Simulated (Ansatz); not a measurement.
**ZnS (P6_3mc), generalised stacking fault**

The calculation used Ansatz, DFT r2SCAN, scalar-relativistic, plane waves, PAW. Settings: plane waves to 500 eV, k-mesh 7×7×2 (Γ-centred), Gaussian smearing 0.05 eV. No spin polarisation. Energies are free energies at this smearing, counted from the undisturbed cell; pressure is positive in compression.

Zero of the scan (as given, not relaxed at this level; it stands at 0.1 GPa):

```yaml
crystal:
  lattice:
    - [-3.81100, 0.00000, 0.00000]
    - [-1.90550, -3.30042, 0.00000]
    - [0.00000, 0.00000, 12.46800]
  atoms:
    - { symbol: Zn, position: [0.33333, 0.33333, 0.65375] }
    - { symbol: Zn, position: [0.33333, 0.33333, 0.15375] }
    - { symbol: Zn, position: [0.66667, 0.66667, 0.90375] }
    - { symbol: Zn, position: [0.66667, 0.66667, 0.40375] }
    - { symbol: S, position: [0.33333, 0.33333, 0.84625] }
    - { symbol: S, position: [0.33333, 0.33333, 0.34625] }
    - { symbol: S, position: [0.66667, 0.66667, 0.09625] }
    - { symbol: S, position: [0.66667, 0.66667, 0.59625] }
```

The cut lies on the cell's a–b face, a (0 0 1) plane (indices in the standard cell, whose axes needn't be the Cartesian ones shown) of area 12.58 Å², between layers 2.40 Å apart. Vector c is tilted by f times 1·a + 0·b (length 3.811 Å) with the atoms' Cartesian places fixed: one unrelaxed fault a cell.

```csv
f,γ (mJ/m²)
0.0000,0
0.1000,65
0.2000,259
0.3000,553
0.4000,841
0.5000,965
```

(1) Predict the gap on the mesh (eV) at each point.

Results:

(1)
```csv
f,gap on the mesh (eV)
0.0000,2.82
0.1000,2.73
0.2000,2.58
0.3000,2.38
0.4000,2.17
0.5000,2.07
```

Cost: 6 runs of about 7.2 core-minutes in all, on Intel Xeon Platinum 8259CL (Skylake/Cascade Lake) (shared hosts).